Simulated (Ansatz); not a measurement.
YN: energy less free atoms and pressure against volume scale

Results calculated with Ansatz 0.2.0, not measured. Periodic Kohn-Sham DFT of a crystal at fixed atoms, scaled to volume_scale times the given cell; pressure positive in compression, energy less spherical unpolarised free atoms, largest_vzz the field gradient of largest size among the nuclei.

The cell before it is scaled or strained (space group Fm-3m, No. 225):
```
CELL_PARAMETERS angstrom
0.00000 2.43850 2.43850
2.43850 0.00000 2.43850
2.43850 2.43850 0.00000
ATOMIC_POSITIONS crystal
Y 0.00000 0.00000 0.00000
N 0.50000 0.50000 0.50000
```

Settings of every row: method all-electron LAPW; functional PBE; relativity scalar; k mesh 9x9x9; filling fermi-dirac; smearing width 0.03 eV; basis error target 0.5 meV/atom; nucleus gaussian.

Atom start moment: 0 on all atoms.

Limits: small gap, it may come from the mesh.

| row | volume scale | V (Å³/atom) | energy less free atoms (eV/atom) | pressure (GPa) |
| --- | --- | --- | --- | --- |
| 1 | 0.94 | 13.63 | -8.1433 | 15.047 |
| 2 | 0.9405 | 13.637 | -8.1439 | 14.931 |
| 3 | 0.96 | 13.92 | -8.1664 | 10.608 |
| 4 | 0.97 | 14.065 | -8.1751 | 8.554 |
| 5 | 0.98 | 14.21 | -8.1819 | 6.602 |
| 6 | 1 | 14.5 | -8.1905 | 2.986 |
| 7 | 1.01 | 14.645 | -8.1925 | 1.312 |
| 8 | 1.02 | 14.79 | -8.193 | -0.277 |
| 9 | 1.03 | 14.935 | ? | ? |
| 10 | 1.04 | 15.08 | -8.1897 | -3.223 |
| 11 | 1.06 | 15.37 | -8.1815 | -5.881 |

Question: what energy less free atoms and pressure should row 9 give?

Worked fit of energy less free atoms. Take u = (V_r/V)^(2/3) − 1 with V_r = 14.355 Å³ an atom, which is twice the finite (Eulerian) strain; such expansions in the strain, on which the Birch-Murnaghan equation of state is built, carry the rest volume and the bulk modulus. The shown rows have u = 0.03515, 0.0348, 0.02073, 0.0137, 0.00679, -0.00668, -0.01325, -0.01971, -0.03231, -0.04452. Least squares give energy less free atoms = −8.18704 + 0.6401 × u + 17.193 × u² eV/atom; a straight line predicts inner rows, each left out in turn, worse (root mean square 0.01 against 5.5e-05 eV/atom). The rows lie off it by 0.0000, 0.0000, 0.0000, -0.0001, 0.0000, 0.0000, 0.0000, 0.0000, 0.0001, 0.0000. Its lowest point lies at u = -0.0186, or V = 14.77 Å³ an atom, and the curvature there gives the bulk modulus at fixed shape and fractions, B = (4/9)(1 + u)² E″(u)/V = 160 GPa. The withheld row has u = -0.02606, so the fit gives −8.18704 + 0.6401 × (-0.02606) + 17.193 × (-0.02606)² = -8.1920 eV/atom.

The calculation gave -8.192 eV/atom. The fit meets it to the printed digit.

Worked fit of pressure. Take u = (V_r/V)^(2/3) − 1 with V_r = 14.355 Å³ an atom, which is twice the finite (Eulerian) strain; such expansions in the strain, on which the Birch-Murnaghan equation of state is built, carry the rest volume and the bulk modulus. The shown rows have u = 0.03515, 0.0348, 0.02073, 0.0137, 0.00679, -0.00668, -0.01325, -0.01971, -0.03231, -0.04452. Least squares give pressure = 4.7482 + 268.314 × u + 684.17 × u² + 456 × u³ GPa; a parabola predicts inner rows, each left out in turn, worse (root mean square 0.007 against 0.0017 GPa). The rows lie off it by 0.002, -0.002, 0.000, 0.000, 0.000, 0.000, 0.000, 0.001, -0.001, 0.000. The pressure vanishes at u = -0.0186, or V = 14.76 Å³ an atom, and there the bulk modulus at fixed shape and fractions is B = −V dP/dV = (2/3)(1 + u) dP/du = 159 GPa. The withheld row has u = -0.02606, so the fit gives 4.7482 + 268.314 × (-0.02606) + 684.17 × (-0.02606)² + 456 × (-0.02606)³ = -1.787 GPa.

The calculation gave -1.788 GPa. The fit lies 0.001 GPa (0.0048 % of the column's range) above it, one unit of the last digit.
